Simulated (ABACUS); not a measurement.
# BP (F-43m) in ABACUS: a series of runs

The runs below take BP through equation of state, with PBE.

All numbers are computed with ABACUS 3.10.1; they aren't measurements. Logs are shortened: lines on timing, memory, paths and dates and some standing lists are left out, and cuts for length are marked.

**What was measured.**

“Equation of state of single-crystal cubic boron phosphide”, 2014, arxiv:1407.1677 reports, for a bulk crystal of BP at 300 K: bulk modulus 179 ± 1 GPa.

The results are compared with them further down.

### Step 1. The crystal as given

It takes space group F-43m (No. 216, cubic). Conventional cell: a = 4.538 Å, b = 4.538 Å, c = 4.538 Å, α = 90.00°, β = 90.00°, γ = 90.00°. P (site symmetry -43m) is surrounded by 4 B at 1.97 Å. B (site symmetry -43m) has 4 P at 1.97 Å as nearest neighbours.

### Step 2. Equation of state, PBE, 10.98 Å³/atom (volume scaled by 0.94)

INPUT reads:

```
INPUT_PARAMETERS
suffix              BP
calculation         scf
basis_type          pw
pseudo_dir          ./
symmetry            1
dft_functional      pbe
ecutwfc             76
pseudo_rcut         7
nspin               1
nbands              8
ks_solver           dav
smearing_method     fd
smearing_sigma      0.00367493
scf_thr             1e-08
scf_nmax            100
mixing_type         broyden
mixing_beta         0.7
cal_force           1
cal_stress          1
kpar                4
```

STRU reads:

```
ATOMIC_SPECIES
P 30.9738 P_ONCV_PBE-1.2.upf
B 10.8100 B_ONCV_PBE-1.2.upf

LATTICE_CONSTANT
1.8897261246

LATTICE_VECTORS
0.0000000000 2.2226808807 2.2226808807
2.2226808807 0.0000000000 2.2226808807
2.2226808807 2.2226808807 0.0000000000

ATOMIC_POSITIONS
Direct

P
0.0
1
0.7500000000 0.7500000000 0.7500000000 1 1 1

B
0.0
1
0.0000000000 0.0000000000 0.0000000000 1 1 1
```

KPT reads:

```
K_POINTS
0
Gamma
7 7 7 0 0 0
```

Potentials or basis: SG15 ONCV 1.2 PBE, plane waves.

Run with:

```sh
> OMP_NUM_THREADS=1 mpirun -np 4 abacus > log
```

running log:

```text
ABACUS v3.10.1

               Atomic-orbital Based Ab-initio Computation at UStc

 ------------------------------------------------------------------------------------

 READING GENERAL INFORMATION
                           global_out_dir = OUT.BP/
                           global_in_card = INPUT
                               pseudo_dir = ./
                              orbital_dir =
                                    DSIZE = 4
                                    GSIZE = 1

 READING UNITCELL INFORMATION
                                    ntype = 2
                  lattice constant (Bohr) = 1.88973
              lattice constant (Angstrom) = 1

 READING ATOM TYPE 1
                               atom label = P
                      L=0, number of zeta = 1
                      L=1, number of zeta = 1
                      L=2, number of zeta = 1
             number of atom for this type = 1

 READING ATOM TYPE 2
                               atom label = B
                      L=0, number of zeta = 1
                      L=1, number of zeta = 1
                      L=2, number of zeta = 1
             number of atom for this type = 1

                        TOTAL ATOM NUMBER = 2
DIRECT COORDINATES
    atom                   x                   y                   z     mag                  vx                  vy                  vz
taud_P1            0.7500000000        0.7500000000        0.7500000000  0.0000        0.0000000000        0.0000000000        0.0000000000
taud_B1            0.0000000000        0.0000000000        0.0000000000  0.0000        0.0000000000        0.0000000000        0.0000000000

                          Volume (Bohr^3) = 148.203
                             Volume (A^3) = 21.9614

 Lattice vectors: (Cartesian coordinate: in unit of a_0)
                   +0            +2.22268            +2.22268
             +2.22268                  +0            +2.22268
             +2.22268            +2.22268                  +0
 Reciprocal vectors: (Cartesian coordinate: in unit of 2 pi/a_0)
            -0.224954           +0.224954           +0.224954
            +0.224954           -0.224954           +0.224954
            +0.224954           +0.224954           -0.224954
 The esolver type has been set to : ksdft_pw

                PAO radial cut off (Bohr) = 7

 Read in pseudopotential file is P_ONCV_PBE-1.2.upf
                     pseudopotential type = NC
          exchange-correlation functional = PBE
                 nonlocal core correction = 0
                        valence electrons = 5
                                     lmax = 1
                           number of zeta = 0
                     number of projectors = 4
                           L of projector = 0
                           L of projector = 0
                           L of projector = 1
                           L of projector = 1
                PAO radial cut off (Bohr) = 7

 Read in pseudopotential file is B_ONCV_PBE-1.2.upf
                     pseudopotential type = NC
          exchange-correlation functional = PBE
                 nonlocal core correction = 0
                        valence electrons = 3
                                     lmax = 1
                           number of zeta = 0
                     number of projectors = 4
                           L of projector = 0
                           L of projector = 0
                           L of projector = 1
                           L of projector = 1
     initial pseudo atomic orbital number = 0

 SETUP THE ELECTRONS NUMBER
             electron number of element P = 5
       total electron number of element P = 5
             electron number of element B = 3
       total electron number of element B = 3
            AUTOSET number of electrons:  = 8
                           occupied bands = 4
                                   NBANDS = 8
                                   NLOCAL = 18

 SETUP THE PLANE WAVE BASIS
 energy cutoff for charge/potential (unit:Ry) = 304
            fft grid for charge/potential = [ 36, 36, 36 ]
                        fft grid division = [ 1, 1, 1 ]
        big fft grid for charge/potential = [ 36, 36, 36 ]
                                     nbxx = 46656
                                     nrxx = 46656

 SETUP PLANE WAVES FOR CHARGE/POTENTIAL
                    number of plane waves = 13323
                         number of sticks = 745

 PARALLEL PW FOR CHARGE/POTENTIAL
     PROC   COLUMNS(POT)             PW
        1            745          13323
 --------------- sum -------------------
        1            745          13323
                            number of |g| = 182
                                  max |g| = 27.2756
                                  min |g| = 0

----------- Double Check Mixing Parameters Begin ------------
mixing_type: broyden
mixing_beta: 0.7
mixing_gg0: 1
mixing_gg0_min: 0.1
mixing_ndim: 8
----------- Double Check Mixing Parameters End ------------

 LATTICE VECTORS: (CARTESIAN COORDINATE: IN UNIT OF A0)
                   +0            +2.22268            +2.22268
             +2.22268                  +0            +2.22268
             +2.22268            +2.22268                  +0
                       right hand lattice = 1
                                   NORM_A = 3.14335
                                   NORM_B = 3.14335
                                   NORM_C = 3.14335
                           ALPHA (DEGREE) = 60
                           BETA  (DEGREE) = 60
                           GAMMA (DEGREE) = 60

 The lattice vectors have been changed (STRU_SIMPLE.cif)

(for optimal symmetric configuration:)
                             BRAVAIS TYPE = 3
                     BRAVAIS LATTICE NAME = 03. Cubic F (face-centered)
                                    ibrav = 3
                                    IBRAV = 3
                                  BRAVAIS = FACE CENTERED CUBIC
                       LATTICE CONSTANT A = 4.44536
Original cell was already a primitive cell.
                        ROTATION MATRICES = 48
              PURE POINT GROUP OPERATIONS = 24
                   SPACE GROUP OPERATIONS = 24
                                       C2 = 3
                                       C3 = 8
                                       C4 = 0
                                       C6 = 0
                                       S1 = 6
                                       S3 = 0
                                       S4 = 6
                                       S6 = 0
                              POINT GROUP = T_d
                                       C2 = 3
                                       C3 = 8
                                       C4 = 0
                                       C6 = 0
                                       S1 = 6
                                       S3 = 0
                                       S4 = 6
                                       S6 = 0
               POINT GROUP IN SPACE GROUP = T_d

 SETUP K-POINTS
                                    nspin = 1
                   Input type of k points = Monkhorst-Pack(Gamma)
                                   nkstot = 343
                       right hand lattice = 1
(for reciprocal lattice: )
                             BRAVAIS TYPE = 2
                     BRAVAIS LATTICE NAME = 02. Cubic I (body-centered)
                                    ibrav = 2
                       right hand lattice = 1
(for k-lattice: )
                             BRAVAIS TYPE = 2
                     BRAVAIS LATTICE NAME = 02. Cubic I (body-centered)
                                    ibrav = 2
                       right hand lattice = 1
                        ROTATION MATRICES = 48
                               nkstot_ibz = 20
K-POINTS REDUCTION ACCORDING TO SYMMETRY
     IBZ    DIRECT_X    DIRECT_Y    DIRECT_Z  WEIGHT  ibz2bz
       1  0.00000000  0.00000000  0.00000000  0.0029       0
       2  0.14285714  0.14285714  0.14285714  0.0233       1
       3  0.28571429  0.28571429  0.28571429  0.0233       2
       4  0.42857143  0.42857143  0.42857143  0.0233       3
       5  0.14285714  0.14285714  0.00000000  0.0175       8
       6  0.28571429  0.14285714  0.28571429  0.0700       9
[... 12 lines left out ...]
      19 -0.42857143  0.42857143  0.14285714  0.0700      74
      20 -0.28571429  0.42857143  0.28571429  0.0700      75

                               nkstot now = 20
[... K-POINTS DIRECT COORDINATES: 20 rows ...]

           k-point number in this process = 5
       minimum distributed K point number = 5
[... stars of the k points ...]

[... K-POINTS CARTESIAN COORDINATES: 5 rows ...]

[... K-POINTS DIRECT COORDINATES: 5 rows ...]

 SETUP PLANE WAVES FOR WAVE FUNCTIONS
     energy cutoff for wavefunc (unit:Ry) = 76
              fft grid for wave functions = [ 36, 36, 36 ]
                    number of plane waves = 1989
                         number of sticks = 211

 PARALLEL PW FOR WAVE FUNCTIONS
     PROC   COLUMNS(POT)             PW
        1            211           1989
 --------------- sum -------------------
        1            211           1989

 SETUP NONLOCAL PSEUDOPOTENTIALS IN PLANE WAVE BASIS
 P non-local projectors:
 projector 1 L=0
 projector 2 L=0
 projector 3 L=1
 projector 4 L=1
 B non-local projectors:
 projector 1 L=0
 projector 2 L=0
 projector 3 L=1
 projector 4 L=1
      TOTAL NUMBER OF NONLOCAL PROJECTORS = 16

 Init Non-Local PseudoPotential table :
 Init Non-Local-Pseudopotential done.

                                     npwx = 1673

 -------------------------------------------
 SELF-CONSISTENT
 -------------------------------------------
                                 init_chg = atomic

 PW ALGORITHM --------------- ION=   1  ELEC=   1--------------------------------

 Density error is 0.176249658469
                          Error Threshold = 0.01
----------------------------------------------------------
     Energy           Rydberg                 eV
----------------------------------------------------------
 E_KohnSham     -18.8836080402       -256.9246681454
 E_Harris       -18.6108374055       -253.2134332659
 E_Fermi        0.7287933973         9.9157428680
----------------------------------------------------------
[... 63 lines left out ...]
 Density error is 1.04411687633e-10
                          Error Threshold = 4.17708952338e-10
----------------------------------------------------------
     Energy           Rydberg                 eV
----------------------------------------------------------
 E_KohnSham     -18.9227504554       -257.4572280251
 E_KS(sigma->0) -18.9227504473       -257.4572279150
 E_Harris       -18.9227382563       -257.4570620484
 E_band         1.9756231648         26.8797321417
 E_one_elec     7.0127704816         95.4136373161
 E_Hartree      1.2094852819         16.4558914807
 E_xc           -5.7244905839        -77.8856900882
 E_Ewald        -21.4205156188       -291.4410665136
 E_entropy(-TS) -0.0000000162        -0.0000002201
 E_descf        0.0000000000         0.0000000000
 E_exx          0.0000000000         0.0000000000
 E_Fermi        0.7833329320         10.6577913066
----------------------------------------------------------

 charge density convergence is achieved
 final etot is -257.45722803 eV
 EFERMI = 10.657791307 eV

 STATE ENERGY(eV) AND OCCUPATIONS    NSPIN == 1
 1/5 kpoint (Cartesian) = 0.0000 0.0000 0.0000 (1639 pws)
       1       -5.91599     0.00583090
       2        10.0809     0.00583085
       3        10.0809     0.00583085
       4        10.0809     0.00583085
       5        13.6136    1.23659e-28
       6        13.6136    1.23659e-28
       7        13.6136    1.23659e-28
       8        18.4038    3.05127e-70

 2/5 kpoint (Cartesian) = 0.032136 0.032136 0.032136 (1666 pws)
       1       -5.53075      0.0466472
       2        7.74270      0.0466472
       3        9.52874      0.0466472
       4        9.52874      0.0466472
       5        14.2918    1.27098e-33
       6        14.3721    2.55347e-34
       7        14.3721    2.55347e-34
       8        19.2556    9.75939e-77

 3/5 kpoint (Cartesian) = 0.064272 0.064272 0.064272 (1643 pws)
       1       -4.40762      0.0466472
       2        4.19014      0.0466472
       3        8.74458      0.0466472
       4        8.74458      0.0466472
       5        14.3884    1.83975e-34
       6        15.0712    2.15931e-40
       7        15.0712    2.15931e-40
       8        20.4186    7.71708e-87

 4/5 kpoint (Cartesian) = 0.096409 0.096409 0.096409 (1673 pws)
       1       -2.79855      0.0466472
       2        1.23387      0.0466472
       3        8.30833      0.0466472
       4        8.30833      0.0466472
       5        14.2800    1.60958e-33
       6        14.9221    4.25910e-39
       7        14.9221    4.25910e-39
       8        20.4661    2.98408e-87

 5/5 kpoint (Cartesian) = 0.0000 0.0000 0.064272 (1655 pws)
       1       -5.40189      0.0349854
       2        8.58591      0.0349854
       3        8.58591      0.0349854
       4        8.63002      0.0349854
       5        12.7870    1.12233e-20
       6        15.6686    1.04817e-45
       7        15.6686    1.04817e-45
       8        17.8459    1.28339e-64

------------------------------------------------------------------------------------------
 TOTAL-FORCE (eV/Angstrom)
------------------------------------------------------------------------------------------
                        P1         0.0000000000         0.0000000000         0.0000000000
                        B1         0.0000000000         0.0000000000         0.0000000000
------------------------------------------------------------------------------------------

----------------------------------------------------------------
 TOTAL-STRESS (KBAR)
----------------------------------------------------------------
       116.5464412534         0.0000000000        -0.0000000000
         0.0000000000       116.5464412534        -0.0000000000
         0.0000000000        -0.0000000000       116.5464412534
----------------------------------------------------------------
 TOTAL-PRESSURE: 116.546441 KBAR

 --------------------------------------------
 !FINAL_ETOT_IS -257.4572280250793597 eV
 --------------------------------------------
```

It took 1.6 s on 4 MPI ranks of Intel Xeon Platinum 8488C (Sapphire Rapids), shared host; peak memory 0.24 GiB.

Results:

* Free energy: -257.4572 eV
* Pressure: 11.7 GPa
* Band gap on the k mesh: 1.19 eV, indirect (least direct gap 3.53 eV)

Caveat: an odd mesh through Γ misses points on the zone boundary, where band edges often lie.

### Step 3. Equation of state, PBE, 11.45 Å³/atom (volume scaled by 0.98)

INPUT is that of step 2.

Edit STRU of step 2 so:

```diff
@@ -8,5 +8,5 @@
 LATTICE_VECTORS
-0.0000000000 2.2226808807 2.2226808807
-2.2226808807 0.0000000000 2.2226808807
-2.2226808807 2.2226808807 0.0000000000
+0.0000000000 2.2537713532 2.2537713532
+2.2537713532 0.0000000000 2.2537713532
+2.2537713532 2.2537713532 0.0000000000
```

KPT is that of step 2.

Potentials or basis: SG15 ONCV 1.2 PBE, plane waves.

Run with:

```sh
> OMP_NUM_THREADS=1 mpirun -np 4 abacus > log
```

Run time: 1.6 s. Hardware: 4 MPI ranks of Intel Xeon Platinum 8488C (Sapphire Rapids), shared host; peak memory 0.24 GiB.

The run converged. Its results:

```
Free energy            : -257.5017 eV
Pressure               : 3.8 GPa
Band gap on the k mesh : 1.25 eV, indirect (least direct gap 3.46 eV)
```

Caveat: an odd mesh through Γ misses points on the zone boundary, where band edges often lie.

### Step 4. Equation of state, PBE, 11.92 Å³/atom (volume scaled by 1.02)

INPUT is that of step 3.

Edit STRU of step 3 so:

```diff
@@ -8,5 +8,5 @@
 LATTICE_VECTORS
-0.0000000000 2.2537713532 2.2537713532
-2.2537713532 0.0000000000 2.2537713532
-2.2537713532 2.2537713532 0.0000000000
+0.0000000000 2.2840269280 2.2840269280
+2.2840269280 0.0000000000 2.2840269280
+2.2840269280 2.2840269280 0.0000000000
```

KPT is that of step 3.

Run with:

```sh
> OMP_NUM_THREADS=1 mpirun -np 4 abacus > log
```

It took 1.7 s on 4 MPI ranks of Intel Xeon Platinum 8488C (Sapphire Rapids), shared host; peak memory 0.24 GiB.

The run converged. Its results:

* Free energy: -257.5044 eV
* Pressure: -2.7 GPa
* Band gap on the k mesh: 1.30 eV, indirect (least direct gap 3.40 eV)

Caveat: an odd mesh through Γ misses points on the zone boundary, where band edges often lie.

### Step 5. Equation of state, PBE, 12.38 Å³/atom (volume scaled by 1.06)

INPUT is that of step 4.

Edit STRU of step 4 so:

```diff
@@ -8,5 +8,5 @@
 LATTICE_VECTORS
-0.0000000000 2.2840269280 2.2840269280
-2.2840269280 0.0000000000 2.2840269280
-2.2840269280 2.2840269280 0.0000000000
+0.0000000000 2.3135014941 2.3135014941
+2.3135014941 0.0000000000 2.3135014941
+2.3135014941 2.3135014941 0.0000000000
```

KPT is that of step 4.

Run with:

```sh
> OMP_NUM_THREADS=1 mpirun -np 4 abacus > log
```

It took 1.6 s on 4 MPI ranks of Intel Xeon Platinum 8488C (Sapphire Rapids), shared host; peak memory 0.24 GiB.

The run converged. Its results:

```
Free energy            : -257.4726 eV
Pressure               : -8.1 GPa
Band gap on the k mesh : 1.36 eV, indirect (least direct gap 3.34 eV)
```

Caveat: an odd mesh through Γ misses points on the zone boundary, where band edges often lie.

### Step 6. Equation of state, PBE

Potentials or basis: SG15 ONCV 1.2 PBE, plane waves.

This step only gathers the single runs of the series.

Results:

- Equilibrium volume: 11.71 Å³/atom
- Bulk modulus: 161 GPa
- Pressure derivative of the bulk modulus: 3.8 (rough: it moves with the points fitted)

Energy against volume, from the lowest point:
```tsv
volume (Å³/atom)	energy (meV/atom)
10.981	23.57
11.448	1.35
11.915	0.00
12.383	15.89
```

### Step 7. How close it comes

Step 6. Against the measured bulk modulus of BP, 179 GPa (300 K; “Equation of state of single-crystal cubic boron phosphide”, 2014, arxiv:1407.1677), the calculated 161 GPa is off by -10.3 %. 3 values of this kind are on record (173 to 179 GPa); this one was drawn at random among those near their median, those with a stated uncertainty first. The fit is for a static lattice scaled at fixed shape and fixed fractional positions.
